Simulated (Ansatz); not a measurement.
Before relaxation, (100) slab as cut from the bulk (SiC, F-43m (No. 216), (1 0 0) face):

```
CELL_PARAMETERS angstrom
3.09694 0.00000 0.00000
0.00000 3.09694 0.00000
0.00000 0.00000 28.13918
ATOMIC_POSITIONS crystal
C 0.00000 0.50000 0.26653
Si 0.50000 0.50000 0.30544
C 0.50000 0.00000 0.34435
Si 0.00000 0.00000 0.38327
C 0.00000 0.50000 0.42218
Si 0.50000 0.50000 0.46109
C 0.50000 0.00000 0.50000
Si 0.00000 0.00000 0.53891
C 0.00000 0.50000 0.57782
Si 0.50000 0.50000 0.61673
C 0.50000 0.00000 0.65565
Si 0.00000 0.00000 0.69456
C 0.00000 0.50000 0.73347
```

Theory: Ansatz, DFT PBE, scalar-relativistic, plane waves, PAW. Cutoff 420 eV; k points 9×9×1 on the computed 13-atom cell (Γ-centred); Gaussian smearing, width 0.05 eV; no spin polarisation. The cell repeats along c with a dipole correction in the vacuum.

All atoms are free. The cell is fixed. Force threshold 0.02 eV/Å.

(1) Where does it end?

## Answers

(1) The energy falls by 0.358 eV in 5 steps, to:

```xyz
13
Lattice="3.0969 0.0000 0.0000 0.0000 3.0969 0.0000 0.0000 0.0000 28.1392" Properties=species:S:1:pos:R:3 pbc="T T T"
C     0.0000    1.5485    7.6654
Si    1.5485    1.5485    8.5877
C     1.5485    0.0000    9.7059
Si    0.0000    0.0000   10.7788
C     0.0000    1.5485   11.8805
Si    1.5485    1.5485   12.9744
C     1.5485    0.0000   14.0696
Si    0.0000    0.0000   15.1648
C     0.0000    1.5485   16.2587
Si    1.5485    1.5485   17.3603
C     1.5485    0.0000   18.4333
Si    0.0000    0.0000   19.5515
C     0.0000    1.5485   20.4738
```

Cost: 1 run of about 4.1 core-minutes, on Intel Xeon Processor @ 2.50GHz (Skylake/Cascade Lake) (shared hosts).